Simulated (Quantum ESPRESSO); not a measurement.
The system is Cd.

```
Cd
1.0
     3.09307    0.00000    0.00000
    -1.54653    2.67868    0.00000
     0.00000    0.00000   10.43074
Cd
4
Direct
  0.66667 0.33333 0.75000
  0.00000 0.00000 0.50000
  0.33333 0.66667 0.25000
  0.00000 0.00000 0.00000
```

```yaml
Program: Quantum ESPRESSO 7.5
Task: single point
Functional: PBE
Potentials_or_basis: SSSP 1.3 efficiency PBE
Cutoff: 816 eV
Density_cutoff: 6531 eV
k_mesh: 10 × 10 × 3
Occupations: fermi-dirac, width 0.05 eV
Spin: no spin polarisation
```

On this cell: pressure 2.5 GPa; largest force under 0.003 eV/Å; band gap on the k mesh none (metal or under the smearing width).

The same run follows on a disturbed copy (atoms moved at random, drawn with an rms of 0.05 Å):

```xyz
4
Lattice="3.0931 0.0000 0.0000 -1.5465 2.6787 0.0000 0.0000 0.0000 10.4307" Properties=species:S:1:pos:R:3 pbc="T T T"
Cd    1.5974    0.8909    7.8108
Cd    0.0245    0.0389    5.1905
Cd   -0.0501    1.7865    2.5891
Cd   -0.0096   -0.0604   -0.0258
```

Question: What does the disturbed cell give?

Answer: The energy (extrapolated to zero smearing) moves by +0.5 meV/atom; pressure 2.6 GPa; largest force 0.047 eV/Å; band gap on the k mesh none (metal or under the smearing width).

Forces in eV/Å, atoms in the order of the input:
```
Cd  -0.010 -0.005 -0.046
Cd  -0.008 -0.015  0.033
Cd   0.016 -0.004 -0.022
Cd   0.002  0.023  0.035
```

Stress tensor (GPa, compression positive):
```
2.56 0.22 0.00
0.22 2.60 0.01
0.00 0.01 2.50
```
